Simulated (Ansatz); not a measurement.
# C: energy above lowest point as volume scale varies

Free energy against uniform scaling of the volume at fixed shape and fractions; periodic cell, basis, potentials, k mesh and filling as listed. The results are calculated, by Ansatz 0.2.0.

The cell before it is scaled or strained (space group C2/m, No. 12):
```
C
1.0
      2.1273    -1.2283     0.0000
      2.1273     1.2283     0.0000
     -1.3791     0.0000     3.5028
C
2
Direct
  0.83336 0.83336 0.00009
  0.16664 0.16664 0.99991
```

Settings of every row: functional PBEsol; dispersion none; potentials all-electron LAPW; k mesh 14x14x8; k shift 0x0x0; occupations fermi dirac; smearing width 0.05 eV; spin none.

Limits: a layered crystal: even scaling strains the bonds within the layers, so this curve is stiffer than the crystal under pressure; the cell comes from a prototype or a list of computed structures and needn't be the stable phase.

```
row  volume scale  V (Å³/atom)  energy above lowest point (meV/atom)
  1          0.92         8.42                                  60.2
  2          0.96        8.787                                  15.2
  3             1        9.153                                     0
  4          1.04        9.519                                     ?
  5          1.08        9.885                                  40.4
```

Question: what energy above lowest point should row 4 give?

Worked fit of energy above lowest point. Take u = (V_r/V)^(2/3) − 1 with V_r = 8.97 Å³ an atom, which is twice the finite (Eulerian) strain; such expansions in the strain, on which the Birch-Murnaghan equation of state is built, carry the rest volume and the bulk modulus. The shown rows have u = 0.04309, 0.01384, -0.01337, -0.0627. Least squares give energy above lowest point = 4.16 + 536.5 × u + 17767 × u² meV/atom; a straight line predicts inner rows, each left out in turn, worse (root mean square 31 against 0.42 meV/atom). The rows lie off it by -0.1, 0.2, -0.2, 0.0. Its lowest point lies at u = -0.0151, or V = 9.177 Å³ an atom, and the curvature there gives the bulk modulus at fixed shape and fractions, B = (4/9)(1 + u)² E″(u)/V = 267 GPa. Letting shape and atoms relax would as a rule lower it, by much in layered, chain or molecular crystals. The withheld row has u = -0.03883, so the fit gives 4.16 + 536.5 × (-0.03883) + 17767 × (-0.03883)² = 10.1 meV/atom.

The calculation gave 9.8 meV/atom. The fit lies 0.3 meV/atom (3.1 % of the value, 0.5 % of the column's range) above it; its largest miss of a shown row is 0.2 meV/atom.
